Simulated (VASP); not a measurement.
The system is Si.

```xyz
1
Lattice="2.6205 0.0000 0.0000 -1.3103 2.2695 0.0000 0.0000 0.0000 2.4664" Properties=species:S:1:pos:R:3 pbc="T T T"
Si    0.0000    0.0000    0.0000
```

This isn't the form of Si at room conditions, which is diamond.

| Property | Result |
| --- | --- |
| Program | VASP 6.6.1 |
| Task | relaxation of cell and atoms |
| Functional | PW91 |
| Potentials or basis | VASP PAW PBE potentials, release 64 (Si) |
| Cutoff | 600 eV |
| k mesh | 12 × 12 × 11 |
| Occupations | fermi-dirac, width 0.05 eV |
| Spin | no spin polarisation |

At the start: pressure 4.0 GPa; volume 14.67 Å³/atom.

How do energy, volume and symmetry change on relaxing?

Over 7 steps the energy falls by 7.4 meV/atom and the volume is 15.18 Å³/atom (+3.5 %); space group P6/mmm (No. 191, to 0.05 Å).

The path:
```csv
step,energy change (eV),largest force (eV/Å),pressure (GPa),volume (Å³)
1,0.0000,0.0000,4.03,14.67
2,-0.0050,0.0000,-1.92,15.46
3,-0.0074,0.0000,0.09,15.17
4,-0.0074,0.0000,0.15,15.16
5,-0.0074,0.0000,0.04,15.18
6,-0.0074,0.0000,0.07,15.17
7,-0.0074,0.0000,-0.03,15.18
```

Final structure:
```yaml
crystal:
  lattice:
    - [2.64251, 0.00000, 0.00000]
    - [-1.32126, 2.28848, 0.00000]
    - [0.00000, 0.00000, 2.51095]
  atoms:
    - { symbol: Si, position: [0.00000, 0.00000, 0.00000] }
```

Caveat: the PAW data sets were made with another functional, which shifts forces and pressure a little.
